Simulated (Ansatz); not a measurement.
Ge under changes of volume

One of the cells (18.253 Å³/atom); the others are scaled copies at fixed shape and fractional positions:

```xyz
2
Lattice="1.4881 -2.5947 0.0000 1.4881 2.5947 0.0000 0.0000 0.0000 4.7276" Properties=species:S:1:pos:R:3 pbc="T T T"
Ge    1.4881    0.8643    1.1819
Ge    1.4881   -0.8643    3.5457
```

This isn't the form of Ge at room conditions, which is diamond.

```yaml
Program: Ansatz 0.2.0
Functional: PBE0
Potentials_or_basis: Ansatz PAW
Cutoff: "420 eV (not typed: the program's choice for these potentials)"
k_mesh: 6 × 6 × 4
Occupations: fermi-dirac, width 0.05 eV
Spin: no spin polarisation
```

```csv
volume (Å³/atom),energy over the lowest point (meV/atom),pressure (GPa),largest force (eV/Å)
17.158,24.25,6.7,0.026
17.523,11.57,4.5,0.025
17.888,?,?,?
18.253,0.00,0.7,0.023
18.618,0.20,-0.9,0.023
18.984,3.87,-2.3,0.022
19.349,10.65,-3.6,0.021
```

What does the run at 17.888 Å³/atom give?

Energy over the lowest point 3.64 meV/atom; pressure 2.5 GPa; largest force 0.024 eV/Å.

Worked out: A Birch-Murnaghan fit of order 3 (a polynomial in V^(-2/3)) to the other rows has its minimum at 18.41 Å³/atom with B0 = V·E''(V) = 81 GPa and B' = 4.3 at fixed shape and positions, which overstates the stiffness. It gives 3.65 meV/atom at 17.888 Å³/atom, against the run's 3.64, and -dE/dV = 2.5 GPa, against 2.5.

Energies are extrapolated to zero smearing.

Caveats: all runs use coarse meshes; the PAW data sets come from PBE, with cores solved anew for the run's functional, which leaves a small shift of forces and pressure; the thresholds are loose for stress.
